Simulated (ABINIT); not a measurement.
Crystal: Bi.

```
Bi
1.0
     2.26750    1.30914    3.93800
    -2.26750    1.30914    3.93800
     0.00000   -2.61828    3.93800
Bi
2
Direct
  0.76600 0.76600 0.76600
  0.23400 0.23400 0.23400
```

* Program: ABINIT 10.8.3 (patched build)
* Task: relaxation of cell and atoms
* Functional: PBEsol
* Potentials or basis: JTH PAW PBE v2.0
* Cutoff: 599 eV
* k mesh: 7 × 7 × 7
* Occupations: fermi-dirac, width 0.05 eV
* Spin: no spin polarisation

At the start: pressure -0.3 GPa; volume 35.07 Å³/atom.

Problem. Where does the relaxation end?

Solution. Over 10 steps the energy falls by 3.3 meV/atom and the volume is 34.35 Å³/atom (-2.0 %); space group R-3m (No. 166, to 0.05 Å).

The path:
```tsv
step	energy change (eV)	largest force (eV/Å)	pressure (GPa)	volume (Å³)
1	0.0000	0.1376	-0.33	70.14
2	-0.0005	0.1304	-0.31	70.07
3	-0.0055	0.0057	0.08	68.77
4	-0.0055	0.0013	0.08	68.75
5	-0.0062	0.0294	-0.02	68.68
6	-0.0064	0.0328	-0.09	68.74
7	-0.0065	0.0256	-0.13	68.80
8	-0.0066	0.0148	-0.12	68.82
9	-0.0066	0.0031	-0.07	68.77
10	-0.0066	0.0015	-0.02	68.70
```

Final structure:
```
Bi
1.0
     2.26788    1.30936    3.85600
    -2.26788    1.30936    3.85600
     0.00000   -2.61872    3.85600
Bi
2
Direct
  0.76325 0.76325 0.76325
  0.23675 0.23675 0.23675
```

Caveat: the PAW data sets were made with another functional, which shifts forces and pressure a little.
